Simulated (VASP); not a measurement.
Set up this calculation in VASP 6.6.1, as the native input.

```
Task                   : relaxation of cell and atoms
Functional             : PBE
Potentials or basis    : VASP PAW PBE potentials, release 64 (Si, W)
Cutoff                 : 520 eV
k mesh                 : 18 × 18 × 18
Occupations            : gaussian, width 0.1 eV
Spin                   : no spin polarisation
Further INCAR settings : ALGO = Normal; EDIFF = 1e-07; IBRION = 2; EDIFFG = -0.002; NSW = 80; ISIF = 3
```

The structure of Si2W lies in POSCAR:

```
Si2W                                    
1.0
   -1.6128248217      1.6128248217      3.9298918958
    1.6128248217     -1.6128248217      3.9298918958
    1.6128248217      1.6128248217     -3.9298918958
  Si              W             
     2     1
Direct
     0.3345833805769747    0.3345833805769747    0.0000000000000000
     0.6654166194230252    0.6654166194230252    0.0000000000000000
     0.0000000000000000    0.0000000000000000    0.0000000000000000
```

One way to write it, as run:

INCAR

```
PREC     = Accurate       # precision mode
ENCUT    = 520            # plane-wave cutoff, eV
EDIFF    = 1E-7           # SCF threshold, eV
ISMEAR   = 0              # smearing method
SIGMA    = 0.1            # smearing width, eV
LREAL    = F              # projectors in reciprocal space
LASPH    = T              # aspherical terms in the spheres
NELM     = 100            # most SCF steps
ALGO     = Normal         # electronic algorithm
ISIF     = 3              # what is computed and relaxed
LWAVE    = F              # write WAVECAR
LCHARG   = F              # write CHGCAR
GGA      = PE             # functional
IBRION   = 2              # ionic algorithm
NSW      = 80             # ionic steps
EDIFFG   = -0.002         # ionic threshold
KPAR     = 4
```

KPOINTS

```
regular mesh
0
Gamma
  18 18 18
```

Potentials or basis: VASP PAW PBE potentials, release 64 (Si, W).

Launch:

```bash
$ cat potpaw_PBE.64/Si/POTCAR potpaw_PBE.64/W/POTCAR > POTCAR
$ mpirun -np 4 vasp_std > vasp.out
```

Results of the run:

```
Pressure after relaxing : 0.0 GPa
Band gap on the k mesh  : none (metal or under the smearing width)
```

Caveat: the relaxation stopped at its first step, so nothing moved.

Wall time 40 s on 4 MPI ranks on Intel(R) Xeon(R) 6975P-C (Granite Rapids), with other jobs on the host, peak memory 0.4 GiB a rank.
